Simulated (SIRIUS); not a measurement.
ZrS2 under changes of volume

One of the cells (24.238 Å³/atom); the others are scaled copies at fixed shape and fractional positions:

```xyz
3
Lattice="3.7158 0.0000 0.0000 -1.8579 3.2180 0.0000 0.0000 0.0000 6.0811" Properties=species:S:1:pos:R:3 pbc="T T T"
Zr    0.0000    0.0000    0.0000
S     0.0000    2.1453    1.4468
S     1.8579    1.0727    4.6343
```

The cell is a database's computed one.

* Program: SIRIUS 7.12.0
* Functional: PBEsol
* Potentials or basis: all-electron FP-LAPW
* Cutoff: 174 eV
* Basis: apw+lo standard
* k mesh: 8 × 8 × 5
* Occupations: fermi-dirac, width 0.05 eV
* Spin: no spin polarisation

```tsv
volume (Å³/atom)	energy over the lowest point (meV/atom)	gap on the mesh (eV)
22.337	7.38	0.94
22.813	?	?
23.288	0.00	0.97
24.238	14.77	1.00
24.714	29.08	1.00
25.189	47.42	1.01
```

Question: What does the run at 22.813 Å³/atom give?

Answer: Energy over the lowest point 0.66 meV/atom; gap on the mesh 0.96 eV.

Worked out: A Birch-Murnaghan fit of order 3 (a polynomial in V^(-2/3)) to the other rows has its minimum at 23.10 Å³/atom with B0 = V·E''(V) = 94 GPa and B' = 4.2 at fixed shape and positions, which overstates the stiffness. It gives 0.62 meV/atom at 22.813 Å³/atom, against the run's 0.66. A parabola through the other rows of the gap, of slope 0.791 eV per unit of ln V there, gives 0.96 eV, against the run's 0.96.

Energies are extrapolated to zero smearing.

Caveats: an odd mesh through Γ misses points on the zone boundary, where band edges often lie; this functional lacks dispersion, which binds the layers, so the pressure and a relaxed spacing across them are unreliable. Spin-orbit coupling on Zr is left out.
